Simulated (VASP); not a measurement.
A run of VASP 6.6.1 is set up as follows.

File INCAR:

```
SYSTEM = Si
PREC = Accurate
ENCUT = 600
EDIFF = 1E-8
ISMEAR = 0
SIGMA = 0.03
LREAL = .False.
LASPH = .True.
NELM = 80
ALGO = Fast
ISIF = 2
LWAVE = .False.
LCHARG = .False.
GGA = PE
LEPSILON = .True.
```

File KPOINTS:

```
regular mesh
0
Monkhorst
  14 14 14
  0 0 0
```

The input POSCAR:

```
Si                                      
1.0
    0.0000000000      2.7342968687      2.7342968687
    2.7342968687      0.0000000000      2.7342968687
    2.7342968687      2.7342968687      0.0000000000
  Si            
     2
Direct
     0.7500000000000000    0.7500000000000000    0.7500000000000000
     0.5000000000000000    0.5000000000000000    0.5000000000000000
```

Potentials or basis: VASP PAW PBE potentials, release 64 (Si).

Run with:

```console
$ cat potpaw_PBE.64/Si/POTCAR > POTCAR
$ mpirun -np 1 vasp_std > vasp.out
```

Task: What does it give for the electronic dielectric tensor (diagonal)?

Result: 12.98.

Task: What does it give for the Born charges (mean of the diagonal)?

Result: Si +0.00 e.

Electronic dielectric tensor:
```
12.98  0.00  0.00
 0.00 12.98  0.00
 0.00  0.00 12.98
```
